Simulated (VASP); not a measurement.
# H (C2/m) in VASP: further runs, part 2 of 2

VASP 6.6.1.

**3. Single point, PBE (shear of c along a, cell held, atoms relaxed: +12.0 %)**

INCAR reads:

```
PREC     = Accurate       # precision mode
ENCUT    = 520            # plane-wave cutoff, eV
EDIFF    = 1E-7           # SCF threshold, eV
ISMEAR   = 0              # smearing method
SIGMA    = 0.02           # smearing width, eV
LREAL    = F              # projectors in reciprocal space
LASPH    = T              # aspherical terms in the spheres
NELM     = 100            # most SCF steps
ALGO     = Fast           # electronic algorithm
ISIF     = 2              # what is computed and relaxed
LWAVE    = F              # write WAVECAR
LCHARG   = F              # write CHGCAR
GGA      = PE             # functional
NBANDS   = 10             # bands
```

KPOINTS reads:

```
Automatic mesh
0
Gamma
  6 6 6
```

POSCAR reads:

```
H
1.0
    3.7097913310      0.0000000000      0.0000000000
    0.0000000000      3.7097913310      0.0000000000
    0.5485415488      0.0000000000      4.5711795732
H
4
Direct
    0.0013303609      0.0000000000      0.9183398943
   -0.0013303609      0.0000000000      0.0816601057
    0.5013303609      0.5000000000      0.4183398943
    0.4986696391      0.5000000000      0.5816601057
```

Potentials or basis: VASP PAW PBE potentials, release 64 (H).

Started as:

```sh
> cat potpaw_PBE.64/H/POTCAR > POTCAR
> mpirun -np 1 vasp_std > vasp.out
```

OUTCAR:

```text
PREC = Accurate
   ENCUT = 520
   EDIFF = 1E-7
   ISMEAR = 0
   LREAL = F
   LASPH = T
   NELM = 100
   ISIF = 2
   GGA = PE

 ion  position               nearest neighbor table
   1  0.001  0.000  0.918-   2 0.75
   2  0.999  0.000  0.082-   1 0.75
   3  0.501  0.500  0.418-   4 0.75
   4  0.499  0.500  0.582-   3 0.75

  LATTYP: Found a simple monoclinic cell.
 ALAT       =     3.7097913310
 B/A-ratio  =     1.0000000000
 C/A-ratio  =     1.2410332592
 COS(beta)  =    -0.1191452206

  Lattice vectors:

 A1 = (   3.7097913310,   0.0000000000,   0.0000000000)
 A2 = (   0.0000000000,  -3.7097913310,   0.0000000000)
 A3 = (  -0.5485415488,   0.0000000000,  -4.5711795732)

Analysis of symmetry for initial positions (statically):
=====================================================================
 Subroutine PRICEL returns following result:

  LATTYP: Found a base centered monoclinic cell.
 ALAT       =     5.5578037817
 B/A-ratio  =     0.6674923183
 C/A-ratio  =     0.6674923183
 COS(beta)  =    -0.5687947805

  Lattice vectors:

 A1 = (  -1.5806248911,   1.8548956655,   2.2855897866)
 A2 = (  -1.5806248911,  -1.8548956655,   2.2855897866)
 A3 = (   3.7097913310,  -0.0000000000,   0.0000000000)

   2 primitive cells build up your supercell.

 Routine SETGRP: Setting up the symmetry group for a
 simple monoclinic supercell.

 Subroutine GETGRP returns: Found  4 space group operations
 (whereof  4 operations were pure point group operations)
 out of a pool of  4 trial point group operations.

The static configuration has the point symmetry C_2h.

Analysis of symmetry for dynamics (positions and initial velocities):
=====================================================================
 Subroutine PRICEL returns following result:

  LATTYP: Found a base centered monoclinic cell.
 ALAT       =     5.5578037817
 B/A-ratio  =     0.6674923183
[... 145 lines left out ...]
   AEXX    =    0.0000 exact exchange contribution
   IVDW    =     0    specifies the selected vdW correction
   LEPSILON=     F    determine dielectric tensor
   LRPA    =     F    only Hartree local field effects (RPA)
 non-spin polarized calculation
 RMM-DIIS sequential band-by-band and
 Gauss-broadening in eV      SIGMA  =   0.02
  energy-cutoff  :      520.00
  volume of cell :       62.91
 maximum number of plane-waves:      1710
   NGX = 13   NGY = 13   NGZ = 17

 number of electron       3.9999999 magnetization

 Free energy of the ion-electron system (eV)
  ---------------------------------------------------
  ext. energy  EPLUGINS =         0.00000000
  ---------------------------------------------------
  free energy    TOTEN  =       -13.57859436 eV

  energy without entropy =      -13.57859436  energy(sigma->0) =      -13.57859436

 E-fermi :  -8.7263     XC(G=0):  -4.6543

 val. band max:       -8.8107535644   @ k =   0.0000   0.0000   0.0000
 cond. band min:       0.1269878626   @ k =   0.5000   0.0000   0.5000
 fundamental gap:      8.9377414270
 Fermi energy:        -8.7262929039

 k-point     1 :       0.0000    0.0000    0.0000
  band No.  band energies     occupation
      1     -10.2462      2.00000
      2      -8.8108      2.00000
      3       1.3063      0.00000
      4       3.2685      0.00000
      5       6.0239      0.00000
      6       6.4168      0.00000
      7       6.5649      0.00000
      8       6.7061      0.00000
      9       8.5190      0.00000
     10      12.0489      0.00000
[... 287 lines left out ...]
 k-point    24 :       0.1667    0.1667    0.1667
  band No.  band energies     occupation
      1      -9.9598      2.00000
      2      -8.9209      2.00000
      3       1.5154      0.00000
      4       2.2205      0.00000
      5       4.6045      0.00000
      6       5.5946      0.00000
      7       6.7159      0.00000
      8       8.7188      0.00000
      9       9.4075      0.00000
     10      11.9118      0.00000

 [... further k-points ...]

------------------------ aborting loop because EDIFF is reached ----------------------------------------

  FORCE on cell =-STRESS in cart. coord.  units (eV):
  Direction    XX          YY          ZZ          XY          YZ          ZX
  --------------------------------------------------------------------------------------
  -------------------------------------------------------------------------------------
  Total       -0.0520447     -0.0453070     -0.0755281      0.0000000      0.0000000     -0.0222925
  in kB       -1.3254395     -1.1538480     -1.9234984      0.0000000      0.0000000     -0.5677294
  external PRESSURE =      -1.4675953 kB  Pullay stress =       0.0000000 kB

 VOLUME and BASIS-vectors are now :
 -----------------------------------------------------------------------------
  energy-cutoff  :      520.00
  volume of cell :       62.91
      direct lattice vectors                 reciprocal lattice vectors
     3.709791331  0.000000000  0.000000000     0.269556940  0.000000000 -0.032346833
     0.000000000  3.709791331  0.000000000     0.000000000  0.269556940  0.000000000
     0.548541549  0.000000000  4.571179573     0.000000000  0.000000000  0.218761916

 POSITION                                       TOTAL-FORCE (eV/Angst)
 -----------------------------------------------------------------------------------
      0.50868      0.00000      4.19790         0.003984     -0.000000      0.014964
      3.74965      0.00000      0.37328        -0.003984      0.000000     -0.014964
      2.08931      1.85490      1.91231         0.003984      0.000000      0.014964
      2.16903      1.85490      2.65887        -0.003984     -0.000000     -0.014964
 -----------------------------------------------------------------------------------
    total drift:                                0.000000      0.000000     -0.000000

  FREE ENERGIE OF THE ION-ELECTRON SYSTEM (eV)
  ---------------------------------------------------
  free  energy   TOTEN  =       -13.5785943565 eV

  energy  without entropy=      -13.5785943565  energy(sigma->0) =      -13.57859436
```

Wall time 18 s (1 thread of Intel Xeon 6975P-C (Granite Rapids), shared host); peak memory 0.17 GiB.

What came out:

* Free energy: -13.5786 eV
* Pressure: -0.1 GPa
* Largest force: 0.015 eV/Å
* Band gap on the k mesh: 8.94 eV

Forces on the atoms (eV/Å):
```
H    0.004  0.000  0.015
H   -0.004  0.000 -0.015
H    0.004  0.000  0.015
H   -0.004  0.000 -0.015
```

Levels at points of the mesh, in eV from the valence-band top:
```
           k point  band 1  band 2  band 3  band 4  band 5
(0.00, 0.00, 0.00)   -1.44    0.00   10.12   12.08   14.83
(0.50, 0.00, 0.00)   -0.56   -0.56   11.02   11.02   12.40
(0.00, 0.50, 0.00)   -0.56   -0.56   11.11   11.11   12.36
(0.50, 0.50, 0.00)   -0.35   -0.35   10.78   10.78   13.13
(0.00, 0.00, 0.50)   -0.74   -0.74   10.06   10.06   16.82
(0.50, 0.00, 0.50)   -0.67   -0.31    8.94    9.65   15.42
(0.00, 0.50, 0.50)   -0.49   -0.49    9.27    9.27   15.45
(0.50, 0.50, 0.50)   -0.30   -0.30   11.18   11.18   12.57
```

A k mesh can miss the band edges.
